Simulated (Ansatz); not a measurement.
BAs, h-MgO type (it has left that coordination), relaxed with r2SCAN: 7 runs in the plane-wave code Ansatz, each a construction of maximally localised Wannier functions. It is hexagonal, P6_3/mmc (No. 194); conventional cell a = 3.366 Å, c = 8.745 Å, 21.45 Å³ an atom. B is surrounded by 3 As at 1.94 Å; As is surrounded by 3 B at 1.94 Å. No spin polarisation. The prototype was imposed, so other structures may be more stable.

```xyz
4
Lattice="3.3659 0.0000 0.0000 -1.6829 2.9149 0.0000 0.0000 0.0000 8.7446" Properties=species:S:1:pos:R:3 pbc="T T T"
B     0.0000    1.9433    2.1861
B     1.6829    0.9716    6.5584
As    1.6829    0.9716    2.1861
As    0.0000    1.9433    6.5584
```

Windows count from the top of the filled bands; a dash means that no such window was set (without an outer window there is no disentanglement). Rows marked drawn have settings drawn at random (some not listed).

```tsv
functional	SCF mesh	trial orbitals	functions	mesh	window (eV)	frozen (eV)	settings	Ω total (Å²)	Ω invariant (Å²)	largest spread (Å²)	least projectability	interpolation miss of the model's filled bands (eV, to the nearest computed level)
PBE	9×9×2	As s, As p	8	6×6×2	–	–	chosen	14.29	11.69	3.58	0.65	0.151
PBE	9×9×2	As s, As p	8	12×12×4	–	–	chosen	15.99	13.28	4.20	0.65	0.030
PBE	9×9×2	As p	6	6×6×2	–	–	chosen	16.92	14.93	3.58	0.51	0.151
r2SCAN	9×9×2	As s, As p	8	6×6×2	–	–	chosen	13.93	11.49	3.44	0.65	0.131
r2SCAN	9×9×2	As p	6	6×6×2	–	–	chosen	16.70	14.85	3.44	0.50	0.131
HSE06	6×6×2	As s, As p	8	6×6×2	–	–	chosen	13.73	11.33	3.40	0.65	–
```

Question: Estimate from these rows what the further settings give.
```
functional  SCF mesh                trial orbitals  functions   mesh  window (eV)  frozen (eV)  settings
       PBE     9×9×2  As s, As p (loose tolerance)          8  6×6×2            –            –     drawn
```

Answer:

| functional | SCF mesh | trial orbitals | functions | mesh | window (eV) | frozen (eV) | settings | Ω total (Å²) | Ω invariant (Å²) | largest spread (Å²) | least projectability | interpolation miss of the model's filled bands (eV, to the nearest computed level) |
| --- | --- | --- | --- | --- | --- | --- | --- | --- | --- | --- | --- | --- |
| PBE | 9×9×2 | As s, As p (loose tolerance) | 8 | 6×6×2 | – | – | drawn | 14.29 | 11.69 | 3.58 | 0.65 | 0.151 |

For As s, As p with PBE the spread goes 14.29 Å² (6×6×2), 15.99 Å² (12×12×4): finite differences on a coarse mesh understate it.

Spin-orbit coupling is left out.
